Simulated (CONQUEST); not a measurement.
# Ta (Im-3m) in CONQUEST: reference runs

Aim: a first look at Ta with PBE, on the cell as given.

All numbers are computed with CONQUEST 1.3; they aren't measurements. Logs are shortened: lines on timing, memory, paths and dates and some standing lists are left out, and cuts for length are marked.

## (1) Starting point

Symmetry: Im-3m, No. 229, cubic system. Conventional cell: a = 3.303 Å, b = 3.303 Å, c = 3.303 Å, α = 90.00°, β = 90.00°, γ = 90.00°. Ta (site symmetry m-3m) is surrounded by 8 Ta at 2.86 Å.

## (2) Single point, PBE

Contents of Conquest_input:

```
IO.Title Ta
IO.Coordinates coords.dat
IO.FractionalAtomicCoords T
IO.Iprint 2
IO.Iprint_init 1
General.NumberOfSpecies 1
General.PseudopotentialType hamann
AtomMove.TypeOfRun static
AtomMove.FullStress T
Grid.GridCutoff 120
DM.SolutionMethod diagon
Diag.MPMesh T
Diag.GammaCentred T
Diag.MPMeshX 8
Diag.MPMeshY 8
Diag.MPMeshZ 8
Diag.kT 0.00183747
minE.SCTolerance 1e-6
SC.MaxIters 100
IO.AtomChargeOutput T
IO.DumpChargeDensity T
IO.DumpTotPot T
%block ChemicalSpeciesLabel
1 180.950 Ta
%endblock
```

Contents of coords.dat:

```
    6.2409339101     0.0000000000     0.0000000000
    0.0000000000     6.2409339101     0.0000000000
    0.0000000000     0.0000000000     6.2409339101
2
  0.0000000000   0.0000000000   0.0000000000 1 T T T
  0.5000000000   0.5000000000   0.5000000000 1 T T T
```

Potentials or basis: PseudoDojo NC PBE, DZP, grid cutoff 120 Ha.

On the command line:

```sh
$ Conquest
```

The program printed:

```text
Simulation cell dimensions:     6.2409 a0 x     6.2409 a0 x     6.2409 a0

      Atomic coordinates (a0)
         Atom         X         Y         Z  Species
            1    0.0000    0.0000    0.0000        1
            2    3.1205    3.1205    3.1205        1

         Monkhorst-Pack mesh:   8 x   8 x   8 gamma-centred
        This calculation includes non-local pseudopotentials,
         with a maximum core radius of      7.79231071

    Job title: Ta
    Job to be run: static calculation

[... 5 lines left out ...]
      Using Fermi-Dirac smearing

    Integration grid size:     32 x   32 x   32

    Integration grid spacing:  0.195 a0 x 0.195 a0 x 0.195 a0

    Number of species:  1
    --------------------------------------------------------
    |   #  mass (au)  Charge (e)  SF Rad (a0)  NSF  Label  |
    --------------------------------------------------------
    |   1    180.950      13.000        7.996   19  Ta     |
    --------------------------------------------------------
          SCF tolerance:                 0.00000100
          SCF iterations:               100

    The functional used will be GGA PBE96

           radial cut-off to be used is taken to be max PAO cut-off radius for this species:    7.792311

           greatest ang. mom. for making density from PAOs:  2
    Minimum blocs/proc is      512. Maximum blocs/proc is      512
    set_atom_dens: In set_atomic_density, electrons :      26.000000000000
 matrix_size & matrix_size_padH =           38          38

    Screened ion int: energy:     -89.522970367820 Ha

    new_SC_potl: Starting.  Tolerance:  0.10000E-05

    PulayMixSC: Starting Pulay mixing, A_up =  0.500 A_dn =  0.500
    PulayMixSC: Spin non-polarised calculation.
          Harris-Foulkes Energy            :      -130.197571588790453 Ha
          GroundState Energy (E-(1/2)TS)   :      -130.197899638754876 Ha
          Free Energy (E-TS)               :      -130.198227688719300 Ha
          DFT Total Energy                 :      -130.177723149913533 Ha
          Total number of electrons        :        25.999999999999229
    PulayMixSC: Pulay iteration     1 residual:              0.28281E-02
          Harris-Foulkes Energy            :      -130.185482504808931 Ha
          GroundState Energy (E-(1/2)TS)   :      -130.185885420329555 Ha
          Free Energy (E-TS)               :      -130.186288335850151 Ha
          DFT Total Energy                 :      -130.184568691599338 Ha
          Total number of electrons        :        26.000010222470394
    PulayMixSC: Pulay iteration     2 residual:              0.92757E-03
          Harris-Foulkes Energy            :      -130.184879175056238 Ha
          GroundState Energy (E-(1/2)TS)   :      -130.185306124621718 Ha
          Free Energy (E-TS)               :      -130.185733074187198 Ha
          DFT Total Energy                 :      -130.184880248956119 Ha
          Total number of electrons        :        26.000016900959025
    PulayMixSC: Pulay iteration     3 residual:              0.27650E-03
          Harris-Foulkes Energy            :      -130.184883150893057 Ha
          GroundState Energy (E-(1/2)TS)   :      -130.185309753987326 Ha
          Free Energy (E-TS)               :      -130.185736357081595 Ha
          DFT Total Energy                 :      -130.184882898024568 Ha
          Total number of electrons        :        26.000021864383363
    PulayMixSC: Pulay iteration     4 residual:              0.11416E-04
          Harris-Foulkes Energy            :      -130.184882619656577 Ha
          GroundState Energy (E-(1/2)TS)   :      -130.185309514242391 Ha
          Free Energy (E-TS)               :      -130.185736408828205 Ha
          DFT Total Energy                 :      -130.184882602644734 Ha
          Total number of electrons        :        26.000021299253085
    PulayMixSC: Pulay iteration     5 residual:              0.36414E-05
          Harris-Foulkes Energy            :      -130.184882766056120 Ha
          GroundState Energy (E-(1/2)TS)   :      -130.185309570623758 Ha
          Free Energy (E-TS)               :      -130.185736375191397 Ha
          DFT Total Energy                 :      -130.184882765980262 Ha
          Total number of electrons        :        26.000021523184035
    PulayMixSC: Pulay iteration     6 residual:              0.15968E-06
    PulayMixSC: Reached SCF tolerance of  0.15968E-06 after      6 iterations
      | Number of electrons      =        26.000022
      |* band energy as 2Tr[K.H] =       -32.256162276720644 Ha
      |  screened ion-ion energy =       -89.522970367820491 Ha
      |  Ha correction           =         0.807134423721921 Ha
      |  XC correction           =        -9.212886169950078 Ha
      | GS Energy as E-(1/2)TS   =      -130.185309570623758 Ha
      | Free Energy as E-TS      =      -130.185736375191397 Ha
      |* Harris-Foulkes energy   =      -130.184882766056120 Ha
      |* DFT total energy        =      -130.184882765980262 Ha
      |  estimated accuracy      =        -0.000000000075858 Ha

    force: Forces on atoms (Ha/a0)
    force:  Atom   X              Y              Z
    force:     1   0.0000000000   0.0000000000  -0.0000000000
    force:     2  -0.0000000000   0.0000000000   0.0000000000

    force: Maximum force :        0.00000000(Ha/a0) on atom         1 in y direction
    force: Force Residual:        0.00000000 Ha/a0
    force: Total stress:         -4.32870243     0.00000000     0.00000000 GPa
                             0.00000000    -4.32870243     0.00000000
                             0.00000000     0.00000000    -4.32870243
    force: Average pressure:      4.32870243 GPa

    force: Finished force
    get_E_and_F: Change in energy during last step of electronic optimisation: -0.14640E-06

    BIBLIOGRAPHY: Please consider citing the following references in the conquest.bib file

    CONQUEST:         Bowler2002pt, Miyazaki2004, Nakata2020
    Basis:            Bowler2019
    DM:               Bowler:2006xr
    Pseudopotentials: Hamann2013, Bowler2019
    XC functional:    Perdew1996
```

Wall time 58 s (1 thread of Intel Xeon Platinum 8488C (Sapphire Rapids), shared host); peak memory 0.46 GiB.

What came out:

| Property | Result |
| --- | --- |
| Free energy | -3542.5344 eV |
| Pressure | 4.3 GPa |
| Band gap on the k mesh | none (metal or under the smearing width) |

Caveat: the box holds several primitive cells, so bands are folded and the points are those of the box's own zone; the basis of atomic orbitals isn't converged, which shifts pressures, moduli and gaps. Spin-orbit coupling is left out, which matters for the levels of Ta.
